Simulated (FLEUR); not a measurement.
A run of FLEUR MaX-R8.1 (later development tree) is set up as follows.

Contents of inp.xml:

```xml
<?xml version="1.0" encoding="UTF-8" standalone="no"?>
<fleurInput fleurInputVersion="0.39">
   <comment>
      GaN                                                                                                 
   </comment>
   <calculationSetup>
      <cutoffs Kmax="5.1" Gmax="15.8" GmaxXC="15.8" numbands="200"/>
      <scfLoop itmax="60" minDistance="0.00001" maxIterBroyd="15" imix="Anderson" alpha="0.05" precondParam="0.0" spinf="2.0" sdNocoIR="T"/>
      <coreElectrons ctail="T" frcor="F" kcrel="0" coretail_lmax="0"/>
      <xcFunctional name="Rpbe" relativisticCorrections="F"/>
      <magnetism jspins="1"/>
      <soc l_soc="T" theta="0.0" phi="0.0" spav="F"/>
      <expertModes spex="0" secvar="F"/>
      <geometryOptimization l_f="F" forcealpha="1.0" forcemix="BFGS" epsdisp="0.00001" epsforce="0.00001"/>
      <ldaU l_linMix="F" mixParam="0.05" spinf="1.0"/>
   </calculationSetup>
   <cell>
      <bzIntegration valenceElectrons="52.0" mode="hist" fermiSmearingEnergy="0.00183747">
         <kPointListSelection listName="default-1"/>
         <!-- k-points included here -->
         <xi:include xmlns:xi="http://www.w3.org/2001/XInclude" href="kpts.xml"> </xi:include>
      </bzIntegration>
      <!-- symmetry operations included here -->
      <xi:include xmlns:xi="http://www.w3.org/2001/XInclude" href="sym.xml"> </xi:include>
      <bulkLattice scale="1.0">
         <bravaisMatrix>
            <row-1>    6.0093290762280001     0.0000000000000000     0.0000000000000000</row-1>
            <row-2>   -3.0046645381140000     5.2042316396486976     0.0000000000000000</row-2>
            <row-3>    0.0000000000000000     0.0000000000000000     9.7623251596836003</row-3>
         </bravaisMatrix>
      </bulkLattice>
   </cell>
   <atomSpecies>
      <species name="Gallium (Ga)" element="Ga" atomicNumber="31">
         <mtSphere radius="1.92" gridPoints="635" logIncrement="0.019"/>
         <atomicCutoffs lmax="8" lnonsphr="6"/>
         <electronConfig flipSpins="F">
            <coreConfig>(1s1/2) (2s1/2) (2p1/2) (2p3/2)</coreConfig>
            <valenceConfig>(3s1/2) (3p1/2) (3p3/2) (4s1/2) (3d3/2) (3d5/2) (4p1/2) (4p3/2)</valenceConfig>
            <stateOccupation state="(4p1/2)" spinUp="0.166667" spinDown="0.166667"/>
            <stateOccupation state="(4p3/2)" spinUp="0.333333" spinDown="0.333333"/>
         </electronConfig>
         <energyParameters s="4" p="4" d="3" f="4"/>
         <lo type="SCLO" l="0" n="3" eDeriv="0"/>
         <lo type="SCLO" l="1" n="3" eDeriv="0"/>
         <lo type="SCLO" l="1" n="3" eDeriv="1"/>
         <lo type="HELO" l="2" n="4" eDeriv="0"/>
         <lo type="HELO" l="2" n="4" eDeriv="1"/>
         <lo type="SCLO" l="3" n="4" eDeriv="2"/>
      </species>
      <species name="Nitrogen (N)" element="N" atomicNumber="7">
         <mtSphere radius="1.47" gridPoints="487" logIncrement="0.021"/>
         <atomicCutoffs lmax="8" lnonsphr="6"/>
         <electronConfig flipSpins="F">
            <coreConfig>(1s1/2)</coreConfig>
            <valenceConfig>(2s1/2) (2p1/2) (2p3/2)</valenceConfig>
            <stateOccupation state="(2p1/2)" spinUp="0.500000" spinDown="0.500000"/>
            <stateOccupation state="(2p3/2)" spinUp="1.000000" spinDown="1.000000"/>
         </electronConfig>
         <energyParameters s="2" p="2" d="3" f="4"/>
         <lo type="SCLO" l="0" n="2" eDeriv="2"/>
         <lo type="SCLO" l="1" n="2" eDeriv="2"/>
         <lo type="SCLO" l="2" n="3" eDeriv="2"/>
      </species>
   </atomSpecies>
   <atomGroups>
      <atomGroup species="Gallium (Ga)">
         <relPos label="                   1">-1.000/3.000 1.000/3.000 1.000/2.000</relPos>
         <relPos label="                   2">1.000/3.000 -1.000/3.000 .0000000000</relPos>
         <force calculate="T" relaxXYZ="TTT"/>
      </atomGroup>
      <atomGroup species="Nitrogen (N)">
         <relPos label="                   3">-1.000/3.000 1.000/3.000 -1.000/8.000</relPos>
         <relPos label="                   4">1.000/3.000 -1.000/3.000 3.000/8.000</relPos>
         <force calculate="T" relaxXYZ="TTT"/>
      </atomGroup>
   </atomGroups>
   <output dos="F" band="F" slice="F">
      <checks vchk="F" cdinf="F"/>
      <bandDOS minEnergy="-.5*Htr" maxEnergy="0.5*Htr" sigma="0.015" storeEVData="T"/>
      <vacuumDOS vacdos="F" integ="F" star="F" nstars="0" locx1="0.0" locy1="0.0" locx2="0.0" locy2="0.0" nstm="0" tworkf="0.0"/>
      <unfoldingBand unfoldBand="F" supercellX="1" supercellY="1" supercellZ="1"/>
      <plotting iplot="0" polar="F">
         <plot TwoD="T" vec1="  1.0  0.0  0.0" vec2="  0.0  1.0  0.0" vec3="  0.0  0.0  1.0" zero="  0.0  0.0  0.0" file="plot"/>
      </plotting>
      <chargeDensitySlicing numkpt="0" minEigenval="0.0" maxEigenval="0.0" nnne="0" pallst="F"/>
      <specialOutput eonly="F"/>
      <moessbauerParams electricFieldGradient="T" isomerShift="T" coreHyperfine="T" valenceHyperfine="T"/>
      <magneticCircularDichroism mcd="F" energyLo="-10.0" energyUp="0.0"/>
   </output>
  <!-- We include the file relax.xml here to enable relaxations (see documentation) -->
  <xi:include xmlns:xi="http://www.w3.org/2001/XInclude" href="relax.xml"> <xi:fallback/> </xi:include>
</fleurInput>
```

The input crystal.txt:

```
GaN
&input cartesian=F /
3.1800000000  0.0000000000  0.0000000000
-1.5900000000  2.7539607840  0.0000000000
0.0000000000  0.0000000000  5.1660000000
1.8897261246
1.0 1.0 1.0

4
31 0.6666666667  0.3333333333  0.5000000000
31 0.3333333333  0.6666666667  0.0000000000
7 0.6666666667  0.3333333333  0.8750000000
7 0.3333333333  0.6666666667  0.3750000000

&soc 0.0 0.0 /
&kpt div1=8 div2=8 div3=4 gamma=T /
```

Contents of inp.xml (bands):

```
<?xml version="1.0" encoding="UTF-8" standalone="no"?>
<fleurInput fleurInputVersion="0.39">
   <comment>
      GaN                                                                                                 
   </comment>
   <calculationSetup>
      <cutoffs Kmax="5.1" Gmax="15.8" GmaxXC="15.8" numbands="200"/>
      <scfLoop itmax="60" minDistance="0.00001" maxIterBroyd="15" imix="Anderson" alpha="0.05" precondParam="0.0" spinf="2.0" sdNocoIR="T"/>
      <coreElectrons ctail="T" frcor="F" kcrel="0" coretail_lmax="0"/>
      <xcFunctional name="Rpbe" relativisticCorrections="F"/>
      <magnetism jspins="1"/>
      <soc l_soc="T" theta="0.0" phi="0.0" spav="F"/>
      <expertModes spex="0" secvar="F"/>
      <geometryOptimization l_f="F" forcealpha="1.0" forcemix="BFGS" epsdisp="0.00001" epsforce="0.00001"/>
      <ldaU l_linMix="F" mixParam="0.05" spinf="1.0"/>
   </calculationSetup>
   <cell>
      <bzIntegration valenceElectrons="52.0" mode="hist" fermiSmearingEnergy="0.00183747">
         <kPointListSelection listName="path-1"/>
         <!-- k-points included here -->
         <xi:include xmlns:xi="http://www.w3.org/2001/XInclude" href="kpts.xml"> </xi:include>
      </bzIntegration>
      <!-- symmetry operations included here -->
      <xi:include xmlns:xi="http://www.w3.org/2001/XInclude" href="sym.xml"> </xi:include>
      <bulkLattice scale="1.0">
         <bravaisMatrix>
            <row-1>    6.0093290762280001     0.0000000000000000     0.0000000000000000</row-1>
            <row-2>   -3.0046645381140000     5.2042316396486976     0.0000000000000000</row-2>
            <row-3>    0.0000000000000000     0.0000000000000000     9.7623251596836003</row-3>
         </bravaisMatrix>
      </bulkLattice>
   </cell>
   <atomSpecies>
      <species name="Gallium (Ga)" element="Ga" atomicNumber="31">
         <mtSphere radius="1.92" gridPoints="635" logIncrement="0.019"/>
         <atomicCutoffs lmax="8" lnonsphr="6"/>
         <electronConfig flipSpins="F">
            <coreConfig>(1s1/2) (2s1/2) (2p1/2) (2p3/2)</coreConfig>
            <valenceConfig>(3s1/2) (3p1/2) (3p3/2) (4s1/2) (3d3/2) (3d5/2) (4p1/2) (4p3/2)</valenceConfig>
            <stateOccupation state="(4p1/2)" spinUp="0.166667" spinDown="0.166667"/>
            <stateOccupation state="(4p3/2)" spinUp="0.333333" spinDown="0.333333"/>
         </electronConfig>
         <energyParameters s="4" p="4" d="3" f="4"/>
         <lo type="SCLO" l="0" n="3" eDeriv="0"/>
         <lo type="SCLO" l="1" n="3" eDeriv="0"/>
         <lo type="SCLO" l="1" n="3" eDeriv="1"/>
         <lo type="HELO" l="2" n="4" eDeriv="0"/>
         <lo type="HELO" l="2" n="4" eDeriv="1"/>
         <lo type="SCLO" l="3" n="4" eDeriv="2"/>
      </species>
      <species name="Nitrogen (N)" element="N" atomicNumber="7">
         <mtSphere radius="1.47" gridPoints="487" logIncrement="0.021"/>
         <atomicCutoffs lmax="8" lnonsphr="6"/>
         <electronConfig flipSpins="F">
            <coreConfig>(1s1/2)</coreConfig>
            <valenceConfig>(2s1/2) (2p1/2) (2p3/2)</valenceConfig>
            <stateOccupation state="(2p1/2)" spinUp="0.500000" spinDown="0.500000"/>
            <stateOccupation state="(2p3/2)" spinUp="1.000000" spinDown="1.000000"/>
         </electronConfig>
         <energyParameters s="2" p="2" d="3" f="4"/>
         <lo type="SCLO" l="0" n="2" eDeriv="2"/>
         <lo type="SCLO" l="1" n="2" eDeriv="2"/>
         <lo type="SCLO" l="2" n="3" eDeriv="2"/>
      </species>
   </atomSpecies>
   <atomGroups>
      <atomGroup species="Gallium (Ga)">
         <relPos label="                   1">-1.000/3.000 1.000/3.000 1.000/2.000</relPos>
         <relPos label="                   2">1.000/3.000 -1.000/3.000 .0000000000</relPos>
         <force calculate="T" relaxXYZ="TTT"/>
      </atomGroup>
      <atomGroup species="Nitrogen (N)">
         <relPos label="                   3">-1.000/3.000 1.000/3.000 -1.000/8.000</relPos>
         <relPos label="                   4">1.000/3.000 -1.000/3.000 3.000/8.000</relPos>
         <force calculate="T" relaxXYZ="TTT"/>
      </atomGroup>
   </atomGroups>
   <output dos="F" band="T" slice="F">
      <checks vchk="F" cdinf="F"/>
      <bandDOS minEnergy="-.5*Htr" maxEnergy="0.5*Htr" sigma="0.015" storeEVData="T"/>
      <vacuumDOS vacdos="F" integ="F" star="F" nstars="0" locx1="0.0" locy1="0.0" locx2="0.0" locy2="0.0" nstm="0" tworkf="0.0"/>
      <unfoldingBand unfoldBand="F" supercellX="1" supercellY="1" supercellZ="1"/>
      <plotting iplot="0" polar="F">
         <plot TwoD="T" vec1="  1.0  0.0  0.0" vec2="  0.0  1.0  0.0" vec3="  0.0  0.0  1.0" zero="  0.0  0.0  0.0" file="plot"/>
      </plotting>
      <chargeDensitySlicing numkpt="0" minEigenval="0.0" maxEigenval="0.0" nnne="0" pallst="F"/>
      <specialOutput eonly="F"/>
      <moessbauerParams electricFieldGradient="T" isomerShift="T" coreHyperfine="T" valenceHyperfine="T"/>
      <magneticCircularDichroism mcd="F" energyLo="-10.0" energyUp="0.0"/>
   </output>
  <!-- We include the file relax.xml here to enable relaxations (see documentation) -->
  <xi:include xmlns:xi="http://www.w3.org/2001/XInclude" href="relax.xml"> <xi:fallback/> </xi:include>
</fleurInput>
```

Potentials or basis: all-electron, FLAPW.

Run with:

```sh
$ inpgen -f crystal.txt -profile fastHighL
$ # inp.xml edited to the form shown
$ fleur_MPI
$ fleur_MPI   # second run, on inp.xml (bands)
```

Problem. Estimate the band gap on the k mesh.

Solution. 2.10 eV, direct.

Problem. What does it give for the band gap along the path?

Solution. 2.10 eV, direct.

Core levels (eV from the Fermi level):
| atom | levels |
| --- | --- |
| 1 Ga | 1s1/2 -10221.8, 2s1/2 -1255.4, 2p1/2 -1109.9, 2p3/2 -1082.3 |
| 2 Ga | 1s1/2 -10221.8, 2s1/2 -1255.4, 2p1/2 -1109.9, 2p3/2 -1082.3 |
| 3 N | 1s1/2 -375.0 |
| 4 N | 1s1/2 -375.0 |

Caveat: spin-orbit coupling is added in second variation on a limited number of bands.

**The experiment to reproduce.**

“Studying electronic properties in GaN without electrical contacts using γ-γ vs e−-γ Perturbed Angular Correlations”, 2019, pmc:6823545 quotes, for a bulk crystal of GaN: band gap 3.503 ± 0.005 eV (direct).

Against the measured gap of GaN, 3.503 eV (direct; quoted in “Studying electronic properties in GaN without electrical contacts using γ-γ vs e−-γ Perturbed Angular Correlations”, 2019, pmc:6823545), the calculated 2.10 eV is off by -1.40 eV. The value is that of RPBE, without temperature or zero-point motion. Semilocal functionals fall short of measured gaps as a rule.
